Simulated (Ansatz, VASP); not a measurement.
## One calculation of Si, two programs

```
Si
1.0
     4.96304    0.00000    0.00000
     0.00000    4.96304    0.00000
     0.00000    0.00000    4.96304
Si
6
Direct
  0.25000 0.50000 0.00000
  0.75000 0.50000 0.00000
  0.00000 0.25000 0.50000
  0.00000 0.75000 0.50000
  0.50000 0.00000 0.25000
  0.50000 0.00000 0.75000
```

Alike in both runs: task single point; functional PBE; k mesh 4 × 4 × 4; occupations gaussian, width 0.1 eV; no spin polarisation.

|  | VASP | Ansatz |
| --- | --- | --- |
| version | VASP 6.6.1 | Ansatz 0.2.0 |
| potentials or method | VASP PAW PBE potentials, release 64 (Si) | scalar-relativistic, plane waves, PAW |
| plane-wave cutoff (eV) | 520 | 420 |
| valence electrons in the cell | 24 | 24 |

|  | VASP | Ansatz | Ansatz less VASP |
| --- | --- | --- | --- |
| gap on the k mesh at the Fermi level (eV) | none | none | - |
| pressure (GPa) | -9.4 | -9.4 | +0.01 |

A gap of «none» marks a metal or a gap that the smearing closes.
